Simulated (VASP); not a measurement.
# AlP (F-43m) in VASP: further runs

One crystal, AlP, is run at these levels: PBE, PBE+D3(BJ); tasks: relaxation of cell and atoms.

Everything below comes from runs of VASP 6.6.1. Logs are shortened: lines on timing, memory, paths and dates and some standing lists are left out, and cuts for length are marked.

**1. The crystal as given**

Symmetry: F-43m, No. 216, cubic system. Conventional cell: a = 5.451 Å, b = 5.451 Å, c = 5.451 Å, α = 90.00°, β = 90.00°, γ = 90.00°. Al (site symmetry -43m) is surrounded by 4 P at 2.36 Å. P (site symmetry -43m) has 4 Al at 2.36 Å as nearest neighbours.

**2. Relaxation of cell and atoms, PBE**

Contents of INCAR:

```
SYSTEM = AlP
PREC = Accurate
ENCUT = 300
EDIFF = 1E-6
ISMEAR = 0
SIGMA = 0.03
LREAL = .FALSE.
LASPH = .TRUE.
NELM = 80
ALGO = Normal
ISIF = 3
LWAVE = .FALSE.
LCHARG = .FALSE.
GGA = PE
IBRION = 2
NSW = 90
EDIFFG = -0.01
```

Contents of KPOINTS:

```
regular mesh
0
G
  4 4 4
  0 0 0
```

Contents of POSCAR:

```
AlP
1.0
    0.0000000000      2.7255000000      2.7255000000
    2.7255000000      0.0000000000      2.7255000000
    2.7255000000      2.7255000000      0.0000000000
Al P
1 1
Direct
    0.0000000000      0.0000000000      0.0000000000
    0.2500000000      0.2500000000      0.2500000000
```

Potentials or basis: VASP PAW PBE potentials, release 64 (Al, P).

Command:

```bash
$ cat potpaw_PBE.64/Al/POTCAR potpaw_PBE.64/P/POTCAR > POTCAR
$ mpirun -np 1 vasp_std > vasp.out
```

OUTCAR:

```text
SYSTEM = AlP
   PREC = Accurate
   ENCUT = 300
   EDIFF = 1E-6
   ISMEAR = 0
   LREAL = .FALSE.
   LASPH = .TRUE.
   NELM = 80
   ISIF = 3
   GGA = PE
   IBRION = 2
   NSW = 90
   EDIFFG = -0.01

 ion  position               nearest neighbor table
   1  0.000  0.000  0.000-   2 2.36   2 2.36   2 2.36   2 2.36
   2  0.250  0.250  0.250-   1 2.36   1 2.36   1 2.36   1 2.36

  LATTYP: Found a face centered cubic cell.
 ALAT       =     5.4510000000

  Lattice vectors:

 A1 = (   0.0000000000,   2.7255000000,   2.7255000000)
 A2 = (   2.7255000000,   0.0000000000,   2.7255000000)
 A3 = (   2.7255000000,   2.7255000000,   0.0000000000)

Analysis of symmetry for initial positions (statically):
=====================================================================
 Subroutine PRICEL returns:
 Original cell was already a primitive cell.

 Routine SETGRP: Setting up the symmetry group for a
 face centered cubic supercell.

 Subroutine GETGRP returns: Found 24 space group operations
 (whereof 24 operations were pure point group operations)
 out of a pool of 48 trial point group operations.

The static configuration has the point symmetry T_d .

Analysis of symmetry for dynamics (positions and initial velocities):
=====================================================================
 Subroutine PRICEL returns:
 Original cell was already a primitive cell.

 Routine SETGRP: Setting up the symmetry group for a
 face centered cubic supercell.

 Subroutine GETGRP returns: Found 24 space group operations
 (whereof 24 operations were pure point group operations)
 out of a pool of 48 trial point group operations.

The dynamic configuration has the point symmetry T_d .

 Subroutine INISYM returns: Found 24 space group operations
 (whereof 24 operations are pure point group operations),
 and found     1 'primitive' translations

----------------------------------------------------------------------------------------

                                     Primitive cell

  volume of cell :      40.4919

  direct lattice vectors                    reciprocal lattice vectors
     0.000000000  2.725500000  2.725500000    -0.183452578  0.183452578  0.183452578
     2.725500000  0.000000000  2.725500000     0.183452578 -0.183452578  0.183452578
     2.725500000  2.725500000  0.000000000     0.183452578  0.183452578 -0.183452578

  length of vectors
     3.854439064  3.854439064  3.854439064     0.317749185  0.317749185  0.317749185

  position of ions in fractional coordinates (direct lattice)
     0.000000000  0.000000000  0.000000000
     0.250000000  0.250000000  0.250000000

  ion indices of the primitive-cell ions
   primitive index   ion index
                 1           1
                 2           2

----------------------------------------------------------------------------------------

 KPOINTS: regular mesh

Automatic generation of k-mesh.
 Grid dimensions read from file:
 generate k-points for:    4    4    4

 Generating k-lattice:

  Cartesian coordinates                     Fractional coordinates (reciprocal lattice)
    -0.045863144  0.045863144  0.045863144     0.250000000  0.000000000  0.000000000
     0.045863144 -0.045863144  0.045863144     0.000000000  0.250000000  0.000000000
     0.045863144  0.045863144 -0.045863144     0.000000000  0.000000000  0.250000000

  Length of vectors
     0.079437296  0.079437296  0.079437296

  Shift w.r.t. Gamma in fractional coordinates (k-lattice)
     0.000000000  0.000000000  0.000000000

 Subroutine IBZKPT returns following result:
 ===========================================

 Found      8 irreducible k-points:

 Following reciprocal coordinates:
            Coordinates               Weight
  0.000000  0.000000  0.000000      1.000000
  0.250000  0.000000  0.000000      8.000000
  0.500000  0.000000  0.000000      4.000000
  0.250000  0.250000  0.000000      6.000000
  0.500000  0.250000  0.000000     24.000000
 -0.250000  0.250000  0.000000     12.000000
  0.500000  0.500000  0.000000      3.000000
 -0.250000  0.500000  0.250000      6.000000
   k-points           NKPTS =      8   k-points in BZ     NKDIM =      8   number of bands    NBANDS=      8
   number of dos      NEDOS =    301   number of ions     NIONS =      2
   total plane-waves  NPLWV =  13824
   dimension x,y,z NGX =    24 NGY =   24 NGZ =   24
   dimension x,y,z NGXF=    48 NGYF=   48 NGZF=   48
   ions per type =               1   1
   NGX,Y,Z   is equivalent  to a cutoff of  10.35, 10.35, 10.35 a.u.
   NGXF,Y,Z  is equivalent  to a cutoff of  20.70, 20.70, 20.70 a.u.
 SYSTEM =  AlP
   PREC   = accura    normal or accurate (medium, high low for compatibility)
   ISTART =      0    job   : 0-new  1-cont  2-samecut
   ICHARG =      2    charge: 1-file 2-atom 10-const
   ISPIN  =      1    spin polarized calculation?
   LNONCOLLINEAR =      F non collinear calculations
   LSORBIT =      F    spin-orbit coupling
   LASPH  =      T    aspherical Exc in radial PAW
   ENCUT  =  300.0 eV  22.05 Ry    4.70 a.u.   5.44  5.44  5.44*2*pi/ulx,y,z
   NELM   =     80;   NELMIN=  2; NELMDL= -5     # of ELM steps
   EDIFF  = 0.1E-05   stopping-criterion for ELM
   LREAL  =      F    real-space projection
   EDIFFG = -.1E-01   stopping-criterion for IOM
   NSW    =     90    number of steps for IOM
   IBRION =      2    ionic relax: 0-MD 1-quasi-New 2-CG
   NFREE  =      1    steps in history (QN), initial steepest desc. (CG)
   ISIF   =      3    stress and relaxation
   ISYM   =      2    0-nonsym 1-usesym 2-fastsym
   POTIM  = 0.5000    time-step for ionic-motion
   TEBEG  =    0.0;   TEEND  =   0.0 temperature during run
   PSTRESS=    0.0 pullay stress
   NELECT =       8.0000    total number of electrons
   NUPDOWN=      -1.0000    fix difference up-down
   EMIN   =  10.00;   EMAX   =-10.00  energy-range for DOS
   EFERMI =   0.00;   METHOD = LEGACY
   ISMEAR =     0;   SIGMA  =   0.03  broadening in eV -4-tet -1-fermi 0-gaus
   EFERMI_NEDOS =   21; number of points for ismear=-14 and -15
   IALGO  =     38    algorithm
   IMIX   =      4    mixing-type and parameters
     AMIX     =   0.40;   BMIX     =  1.00
     AMIX_MAG =   1.60;   BMIX_MAG =  1.00
  volume/ion in A,a.u.               =      20.25       136.63
  Fermi-wavevector in a.u.,A,eV,Ry     =   0.953488  1.801831 12.369596  0.909140
  Thomas-Fermi vector in A             =   2.082148
   LORBIT       =      0    0 simple, 1 ext, 2 COOP (PROOUT), +10 PAW based schemes
   GGA     = PE    functional components
   LHFCALC =     F    Hartree Fock is set to
   AEXX    =    0.0000 exact exchange contribution
   IVDW    =     0    specifies the selected vdW correction
   LEPSILON=     F    determine dielectric tensor
   LRPA    =     F    only Hartree local field effects (RPA)
 conjugate gradient relaxation of ions
 non-spin polarized calculation
 Gauss-broadening in eV      SIGMA  =   0.03
  energy-cutoff  :      300.00
  volume of cell :       40.49
 maximum number of plane-waves:       531
 NGX is ok and might be reduce to    24
   NGX = 11   NGY = 11   NGZ = 11

--------------------------------------- Ionic step        1  -------------------------------------------

 number of electron       8.0000003 magnetization

 Free energy of the ion-electron system (eV)
  ---------------------------------------------------
  ext. energy  EPLUGINS =         0.00000000
  ---------------------------------------------------
  free energy    TOTEN  =       -10.26552201 eV

  energy without entropy =      -10.26552201  energy(sigma->0) =      -10.26552201

------------------------ aborting loop because EDIFF is reached ----------------------------------------

  FORCE on cell =-STRESS in cart. coord.  units (eV):
  Direction    XX          YY          ZZ          XY          YZ          ZX
  --------------------------------------------------------------------------------------
  -------------------------------------------------------------------------------------
  Total        0.7472699      0.7472699      0.7472699      0.0000000     -0.0000000     -0.0000000
  in kB       29.5678351     29.5678351     29.5678351      0.0000000     -0.0000000     -0.0000000
  external PRESSURE =      29.5678351 kB  Pullay stress =       0.0000000 kB

 VOLUME and BASIS-vectors are now :
 -----------------------------------------------------------------------------
  energy-cutoff  :      300.00
  volume of cell :       40.49
      direct lattice vectors                 reciprocal lattice vectors
     0.000000000  2.725500000  2.725500000    -0.183452578  0.183452578  0.183452578
     2.725500000  0.000000000  2.725500000     0.183452578 -0.183452578  0.183452578
     2.725500000  2.725500000  0.000000000     0.183452578  0.183452578 -0.183452578
[... 37 lines left out ...]
 POSITION                                       TOTAL-FORCE (eV/Angst)
 -----------------------------------------------------------------------------------
      5.54926      5.54926      5.54926        -0.000000     -0.000000     -0.000000
      1.38731      1.38731      1.38731         0.000000      0.000000      0.000000
 -----------------------------------------------------------------------------------
    total drift:                               -0.000003     -0.000003     -0.000003

  FREE ENERGIE OF THE ION-ELECTRON SYSTEM (eV)
  ---------------------------------------------------
  free  energy   TOTEN  =       -10.2730860161 eV

  energy  without entropy=      -10.2730860161  energy(sigma->0) =      -10.27308602

--------------------------------------- Ionic step        3  -------------------------------------------

 number of electron       8.0000001 magnetization

 Free energy of the ion-electron system (eV)
  ---------------------------------------------------
  ext. energy  EPLUGINS =         0.00000000
  ---------------------------------------------------
  free energy    TOTEN  =       -10.27767892 eV

  energy without entropy =      -10.27767892  energy(sigma->0) =      -10.27767892

 E-fermi :   4.5176     XC(G=0):  -9.0832

 val. band max:        4.3665788119   @ k =   0.0000   0.0000   0.0000
 cond. band min:       5.9786423394   @ k =   0.5000   0.5000   0.0000
 fundamental gap:      1.6120635275
 Fermi energy:         4.5175727828

 k-point     1 :       0.0000    0.0000    0.0000
  band No.  band energies     occupation
      1      -6.9860      2.00000
      2       4.3666      2.00000
      3       4.3666      2.00000
      4       4.3666      2.00000
      5       7.4269      0.00000
      6       8.8651      0.00000
      7       8.8651      0.00000
      8       8.8651      0.00000

 k-point     2 :       0.2500    0.0000    0.0000
  band No.  band energies     occupation
      1      -6.3486      2.00000
      2       1.2333      2.00000
      3       3.9327      2.00000
      4       3.9327      2.00000
      5       7.5655      0.00000
      6       9.4562      0.00000
      7       9.4562      0.00000
      8      11.1205      0.00000
[... 86 lines left out ...]
 POSITION                                       TOTAL-FORCE (eV/Angst)
 -----------------------------------------------------------------------------------
      0.00000      0.00000      0.00000        -0.000000     -0.000000     -0.000000
      1.37781      1.37781      1.37781         0.000000      0.000000      0.000000
 -----------------------------------------------------------------------------------
    total drift:                               -0.000003     -0.000003     -0.000003

  FREE ENERGIE OF THE ION-ELECTRON SYSTEM (eV)
  ---------------------------------------------------
  free  energy   TOTEN  =       -10.2776789169 eV

  energy  without entropy=      -10.2776789169  energy(sigma->0) =      -10.27767892

 reached required accuracy - stopping structural energy minimisation
```

Run time: 7.4 s. Hardware: 1 thread of Intel Xeon Platinum 8259CL at 2.50GHz (Skylake/Cascade Lake), shared host; peak memory 0.12 GiB.

What came out:

```
Free energy                            : -10.2777 eV
Relaxed volume                         : 20.92 Å³/atom
Relaxed cell                           : a = 3.897 Å, b = 3.897 Å, c = 3.897 Å, α = 60.00°, β = 60.00°, γ = 60.00°
Space group after relaxing (to 0.05 Å) : F-43m (No. 216)
Energy gained by relaxing              : 6.1 meV/atom
Ionic steps                            : 3
Pressure after relaxing                : 0.0 GPa
Band gap on the k mesh                 : 1.61 eV, indirect (least direct gap 3.06 eV)
```

Step by step:
```csv
step,energy change (eV),largest force (eV/Å),pressure (GPa),volume (Å³)
1,0.0000,0.0000,2.96,40.49
2,-0.0076,0.0000,-1.66,42.72
3,-0.0122,0.0000,0.00,41.85
```

Final structure:
```xyz
2
Lattice="0.0000 2.7556 2.7556 2.7556 0.0000 2.7556 2.7556 2.7556 0.0000" Properties=species:S:1:pos:R:3 pbc="T T T"
Al    0.0000    0.0000    0.0000
P     1.3778    1.3778    1.3778
```

Levels at points of the mesh, in eV from the valence-band top:
| k point | band 2 | band 3 | band 4 | band 5 | band 6 | band 7 |
| --- | --- | --- | --- | --- | --- | --- |
| (0.00, 0.00, 0.00) | 0.00 | 0.00 | 0.00 | 3.06 | 4.50 | 4.50 |
| (0.50, 0.00, 0.00) | -5.42 | -0.75 | -0.75 | 2.70 | 4.79 | 4.79 |
| (0.50, 0.50, 0.00) | -5.23 | -2.05 | -2.05 | 1.61 | 2.46 | 10.82 |

Caveat: the k mesh is coarse (spacing up to 0.50 Å⁻¹), so the values aren't converged; the cutoff is under 1.25 times the usual one of these potentials, so pressure, stress and relaxed cells hold a basis-set (Pulay) error. A k mesh can miss the band edges.

**3. Relaxation of cell and atoms, PBE**

This run uses another cell than the first one, of 20.92 Å³/atom, 1.034 times its volume.

Edit INCAR of step 2 so:

```diff
@@ -3,3 +3,3 @@
 ENCUT = 300
-EDIFF = 1E-6
+EDIFF = 1E-7
 ISMEAR = 0
@@ -16,2 +16,2 @@
 NSW = 90
-EDIFFG = -0.01
+EDIFFG = -0.005
```

KPOINTS is that of step 2.

Contents of POSCAR:

```
AlP                                     
1.0
    0.0000000000      2.7556199903      2.7556199903
    2.7556199903     -0.0000000000      2.7556199903
    2.7556199903      2.7556199903     -0.0000000000
  Al              P             
     1     1
Direct
     0.0000000000000000    0.0000000000000000    0.0000000000000000
     0.2500000000000000    0.2500000000000000    0.2500000000000000
```

Potentials or basis: VASP PAW PBE potentials, release 64 (Al, P).

Command:

```bash
$ cat potpaw_PBE.64/Al/POTCAR potpaw_PBE.64/P/POTCAR > POTCAR
$ mpirun -np 1 vasp_std > vasp.out
```

Run time: 5.2 s. Hardware: 1 thread of Intel Xeon Platinum 8259CL at 2.50GHz (Skylake/Cascade Lake), shared host; peak memory 0.12 GiB.

The run converged. Its results:

- Free energy: -10.2787 eV
- Pressure after relaxing: 0.0 GPa
- Band gap on the k mesh: 1.61 eV, indirect (least direct gap 3.06 eV)

Final structure:
```yaml
crystal:
  lattice:
    - [0.00000, 2.75562, 2.75562]
    - [2.75562, 0.00000, 2.75562]
    - [2.75562, 2.75562, 0.00000]
  atoms:
    - { symbol: Al, position: [0.00000, 0.00000, 0.00000] }
    - { symbol: P, position: [0.25000, 0.25000, 0.25000] }
```

Levels at points of the mesh, in eV from the valence-band top:
```
           k point  band 1  band 2  band 3  band 4  band 5  band 6  band 7  band 8
(0.00, 0.00, 0.00)  -11.35    0.00    0.00    0.00    3.06    4.50    4.50    4.50
(0.50, 0.00, 0.00)   -9.73   -5.42   -0.75   -0.75    2.70    4.79    4.79    8.18
(0.50, 0.50, 0.00)   -9.10   -5.23   -2.05   -2.05    1.61    2.46   10.82   10.82
```

Caveat: the k mesh is coarse (spacing up to 0.49 Å⁻¹), so the values aren't converged; the cutoff is under 1.25 times the usual one of these potentials, so pressure, stress and relaxed cells hold a basis-set (Pulay) error; the relaxation stopped at its first step, so nothing moved.

**4. Relaxation of cell and atoms, PBE+D3(BJ)**

Contents of INCAR:

```
SYSTEM = AlP
PREC = Accurate
ENCUT = 600
EDIFF = 1E-6
ISMEAR = 0
SIGMA = 0.03
LREAL = .FALSE.
LASPH = .TRUE.
NELM = 80
ALGO = Normal
ISIF = 3
LWAVE = .FALSE.
LCHARG = .FALSE.
GGA = PE
IVDW = 12
IBRION = 2
NSW = 90
EDIFFG = -0.01
```

Contents of KPOINTS:

```
Automatic mesh
0
G
  8 8 8
  0 0 0
```

Contents of POSCAR:

```
AlP
1.0
    0.0000000000      2.7255000000      2.7255000000
    2.7255000000      0.0000000000      2.7255000000
    2.7255000000      2.7255000000      0.0000000000
Al P
1 1
Direct
    0.0000000000      0.0000000000      0.0000000000
    0.2500000000      0.2500000000      0.2500000000
```

Command:

```bash
$ cat potpaw_PBE.64/Al/POTCAR potpaw_PBE.64/P/POTCAR > POTCAR
$ mpirun -np 1 vasp_std > vasp.out
```

Wall time 12 s (1 thread of AMD EPYC 7R13 (Zen 3), shared host); peak memory 0.15 GiB.

The run converged. Its results:

```
Free energy                : -10.9866 eV
Pressure after relaxing    : 0.0 GPa
Band gap on the k mesh     : 1.57 eV, indirect (least direct gap 3.35 eV)
Dispersion energy per atom : -0.310 eV
```

Final structure:
```cif
data_structure
_symmetry_space_group_name_H-M 'P 1'
_symmetry_Int_Tables_number 1
_cell_length_a 3.8544
_cell_length_b 3.8544
_cell_length_c 3.8544
_cell_angle_alpha 60.000
_cell_angle_beta 60.000
_cell_angle_gamma 60.000
_cell_volume 40.49
loop_
_atom_site_label
_atom_site_type_symbol
_atom_site_fract_x
_atom_site_fract_y
_atom_site_fract_z
_atom_site_occupancy
Al1 Al 0.00000 0.00000 0.00000 1
P1 P 0.25000 0.25000 0.25000 1
```

Levels at points of the mesh, in eV from the valence-band top:
```csv
k point,band 1,band 2,band 3,band 4,band 5,band 6,band 7,band 8
"(0.00, 0.00, 0.00)",-11.53,0.00,0.00,0.00,3.35,4.57,4.57,4.57
"(0.50, 0.00, 0.00)",-9.84,-5.55,-0.77,-0.77,2.83,4.82,4.82,8.29
"(0.50, 0.50, 0.00)",-9.17,-5.32,-2.11,-2.11,1.57,2.47,11.12,11.12
```

Caveat: the relaxation stopped at its first step, so nothing moved. A k mesh can miss the band edges.

**5. Relaxation of cell and atoms, PBE+D3(BJ)**

Edit INCAR of step 4 so:

```diff
@@ -3,3 +3,3 @@
 ENCUT = 600
-EDIFF = 1E-6
+EDIFF = 1E-7
 ISMEAR = 0
@@ -17,2 +17,2 @@
 NSW = 90
-EDIFFG = -0.01
+EDIFFG = -0.005
```

KPOINTS is that of step 4.

Contents of POSCAR:

```
AlP                                     
1.0
    0.0000000000      2.7255000000      2.7255000000
    2.7255000000      0.0000000000      2.7255000000
    2.7255000000      2.7255000000      0.0000000000
  Al              P             
     1     1
Direct
     0.0000000000000000    0.0000000000000000    0.0000000000000000
     0.2500000000000000    0.2500000000000000    0.2500000000000000
```

Command:

```bash
$ cat potpaw_PBE.64/Al/POTCAR potpaw_PBE.64/P/POTCAR > POTCAR
$ mpirun -np 1 vasp_std > vasp.out
```

It took 14 s on 1 thread of AMD EPYC 7R13 (Zen 3), shared host; peak memory 0.15 GiB.

Results (log left out):

- Free energy: -10.9866 eV
- Pressure after relaxing: 0.0 GPa
- Band gap on the k mesh: 1.57 eV, indirect (least direct gap 3.35 eV)
- Dispersion energy per atom: -0.310 eV

Final structure:
```xyz
2
Lattice="0.0000 2.7255 2.7255 2.7255 0.0000 2.7255 2.7255 2.7255 0.0000" Properties=species:S:1:pos:R:3 pbc="T T T"
Al    0.0000    0.0000    0.0000
P     1.3627    1.3627    1.3627
```

Levels at points of the mesh, in eV from the valence-band top:
| k point | band 1 | band 2 | band 3 | band 4 | band 5 | band 6 | band 7 | band 8 |
| --- | --- | --- | --- | --- | --- | --- | --- | --- |
| (0.00, 0.00, 0.00) | -11.53 | 0.00 | 0.00 | 0.00 | 3.35 | 4.57 | 4.57 | 4.57 |
| (0.50, 0.00, 0.00) | -9.84 | -5.55 | -0.77 | -0.77 | 2.83 | 4.82 | 4.82 | 8.29 |
| (0.50, 0.50, 0.00) | -9.17 | -5.32 | -2.11 | -2.11 | 1.57 | 2.47 | 11.12 | 11.12 |

Caveat: the relaxation stopped at its first step, so nothing moved.
